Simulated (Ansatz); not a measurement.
# Sn: the cost of one run

Method: DFT PBE+D3(BJ), scalar-relativistic, plane waves, PAW, in Ansatz 0.2.0.

2 further runs of the same task are left out: 2 set aside as unsound or not needed.

**1. The structure to begin with**

It takes space group P-3m1 (No. 164, trigonal). Conventional cell: a = 2.465 Å, b = 2.465 Å, c = 23.922 Å, α = 90.00°, β = 90.00°, γ = 120.00°. Around C (site symmetry 3m) lie 3 C at 1.42 Å.

As a file:

```cif
data_structure
_symmetry_space_group_name_H-M 'P 1'
_symmetry_Int_Tables_number 1
_cell_length_a 2.4653
_cell_length_b 2.4653
_cell_length_c 23.9223
_cell_angle_alpha 90.000
_cell_angle_beta 90.000
_cell_angle_gamma 120.000
_cell_volume 125.91
loop_
_atom_site_label
_atom_site_type_symbol
_atom_site_fract_x
_atom_site_fract_y
_atom_site_fract_z
_atom_site_occupancy
C1 C 0.00000 0.00000 0.57116 1
C2 C 0.00000 0.00000 0.42884 1
C3 C 0.33333 0.66667 0.42882 1
C4 C 0.66667 0.33333 0.57118 1
```

It goes back to an entry of the Materials Project, which need not be the stable form.

It is the result of an earlier relaxation at this level (volume 31.48 Å³/atom; gap on the mesh: none (metal)).

**2. C → Sn: the starting cell**

Sn starts from the relaxed positions of C, with all lengths scaled by 1.474, a guess from tabulated radii.

**3. Quick check of gap, pressure and forces (Sn)**

Contents of input.yaml:

```yaml
crystal:
  lattice:
    - [3.6331396613, 0.0, 0.0]
    - [-1.8165698306, 3.1463912422, 0.0]
    - [0.0, 0.0, 35.2550050044]
  atoms:
    - { symbol: Sn, position: [0.0, 0.0, 0.5711557781] }
    - { symbol: Sn, position: [0.0, 0.0, 0.4288442219] }
    - { symbol: Sn, position: [0.3333333333, 0.6666666667, 0.4288237727] }
    - { symbol: Sn, position: [0.6666666667, 0.3333333333, 0.5711762273] }
basis:
  ecutwfc: 420
kpoints:
  mp_grid: { grid: [6, 6, 1] }
hamiltonian:
  xc: pbe
  dispersion: d3bj
scf:
  occupations: { method: gaussian, width: 0.1 }
output:
  forces: true
  stress: true
  eigenvalues: true
```

Started as:

```sh
$ ansatz run input.yaml --threads 1 --pin off --max-ram 2560MiB --backend cpu --events-out ev --progress --plain --runs-dir out
```

What time and memory should one allow on 1 thread of Arm Neoverse V2, shared host?

About 9 s, with a peak of 0.51 GiB.
